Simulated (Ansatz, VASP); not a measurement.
MnO in VASP and in Ansatz

```
Mn O
1.0
     3.02773    0.00000    0.00000
    -1.51386    2.62209    0.00000
     0.00000    0.00000    2.95491
Mn O
1 1
Cartesian
  0.0000 0.0000 0.0000
  1.5139 0.8740 1.4775
```

Measurements of this composition are mostly on another form, of space group No. 225.

Alike in both runs: task single point; functional PBE; k mesh 10 × 10 × 9; occupations fermi-dirac, width 0.05 eV; collinear spin.

|  | VASP | Ansatz |
| --- | --- | --- |
| version | VASP 6.6.1 | Ansatz 0.2.0 |
| potentials or method | VASP PAW PBE potentials, release 64 (Mn_pv, O) | Ansatz PAW |
| plane-wave cutoff (eV) | 520 | 420 |
| valence electrons in the cell | 19 | 21 |

```tsv
	VASP	Ansatz	Ansatz less VASP
gap on the k mesh at the Fermi level (eV)	none	none	-
pressure (GPa)	-6.0	-6.1	-0.12
largest component of the traceless stress (GPa)	11.90	11.88	-0.014
net moment per atom (μB)	2.47	2.47	0.000
size of the moment on the site where the two differ most (μB)	4.42	4.17	-0.247
```

Site moments also hang on the region over which each program counts them. A gap of «none» marks a metal or a gap that the smearing closes. With one functional, cell and mesh, what is left measures potentials, basis and numerics. The two sets of potentials don't hold the same shells in valence.

Caveats: a cell with one magnetic atom can't hold antiferromagnetic order, which such compounds often take; semilocal functionals often make such compounds metallic where correlation or magnetic order opens a gap, which also shifts bond lengths; the pressure holds a Pulay correction of +0.6 GPa for the finite cutoff (Ansatz).
